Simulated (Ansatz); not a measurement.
HfN:

```
Hf N
1.0
     3.43321    0.00000    0.00000
    -1.71660    2.97324    0.00000
     0.00000    0.00000    3.96982
Hf N
1 1
Direct
  0.00000 0.00000 0.50000
  0.00000 0.00000 0.00000
```

The cell was built by a generator and needn't be a form met in nature.

```yaml
Program: Ansatz 0.2.0
Task: relaxation of cell and atoms
Functional: HSEsol
Potentials_or_basis: Ansatz PAW
Cutoff: "420 eV (not typed: the program's choice for these potentials)"
k_mesh: 5 × 5 × 4
Occupations: fermi-dirac, width 0.05 eV
Spin: no spin polarisation
```

At the start: volume 20.26 Å³/atom.

Task: How do energy, volume and symmetry change on relaxing?

Result: It ends after 9 steps and the volume is 20.51 Å³/atom (+1.2 %); space group P6/mmm (No. 191, to 0.05 Å).

The path:
```csv
step,energy change (eV),largest force (eV/Å),volume (Å³)
1,0.0000,0.0000,40.52
2,-0.0661,0.0000,42.24
3,-0.0811,0.0000,41.19
4,-0.0822,0.0000,41.06
5,-0.0824,0.0000,40.88
6,-0.0824,0.0000,40.94
7,-0.0836,0.0000,40.94
8,-0.0835,0.0000,41.02
9,-0.0836,0.0000,41.02
```

Final structure:
```
Hf N
1.0
     3.50690    0.00000    0.00000
    -1.75345    3.03707    0.00000
     0.00000    0.00000    3.85110
Hf N
1 1
Direct
  0.00000 0.00000 0.50000
  0.00000 0.00000 0.00000
```

Caveat: the k mesh is coarse (spacing up to 0.42 Å⁻¹), so the values aren't converged, least of all with exact exchange; the plane-wave basis is chosen anew once the cell has moved, so the energies of steps on either side of that aren't comparable; the PAW data sets come from PBE, with cores solved anew for the run's functional, which leaves a small shift of forces and pressure.
